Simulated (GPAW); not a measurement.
The system is GaN.

```
Ga N
1.0
     3.18000    0.00000    0.00000
    -1.59000    2.75396    0.00000
     0.00000    0.00000    5.16600
Ga N
2 2
Cartesian
  1.5900 0.9180 2.5830
  0.0000 1.8360 0.0000
  1.5900 0.9180 4.5203
  0.0000 1.8360 1.9373
```

| Item | Value |
| --- | --- |
| Program | GPAW 26.7.0 |
| Task | relaxation of cell and atoms |
| Functional | PBEint |
| Potentials or basis | PAW data sets generated in the run's folder for this functional |
| Cutoff | 800 eV |
| Basis | pw |
| k mesh | 7 × 7 × 4 |
| Occupations | fermi-dirac, width 0.05 eV |
| Spin | no spin polarisation |

At the start: pressure 11.6 GPa; volume 11.31 Å³/atom.

Task: How do energy, volume and symmetry change on relaxing?

Result: Over 6 steps the energy falls by 23.9 meV/atom and the volume is 11.93 Å³/atom (+5.4 %); space group P6_3mc (No. 186, to 0.05 Å).

Step by step:
| step | energy change (eV) | largest force (eV/Å) | pressure (GPa) | volume (Å³) |
| --- | --- | --- | --- | --- |
| 1 | 0.0000 | 0.1813 | 11.62 | 45.24 |
| 2 | -0.0296 | 0.0852 | 9.48 | 45.64 |
| 3 | -0.0921 | 0.1163 | 1.23 | 47.40 |
| 4 | -0.0945 | 0.0815 | 0.26 | 47.62 |
| 5 | -0.0954 | 0.0282 | -0.10 | 47.71 |
| 6 | -0.0955 | 0.0030 | -0.06 | 47.70 |

Final structure:
```
Ga N
1.0
     3.23566    0.00000    0.00000
    -1.61783    2.80217    0.00000
     0.00000    0.00000    5.26092
Ga N
2 2
Cartesian
  1.6178 0.9341 2.6249
  0.0000 1.8681 -0.0055
  1.6178 0.9341 4.6088
  0.0000 1.8681 1.9783
```

Caveat: the data sets keep Ga 3d, Li 1s and Be 1s frozen, and some such compounds lay over 1.5 % in volume off other programs; later steps reuse the first step's grids.
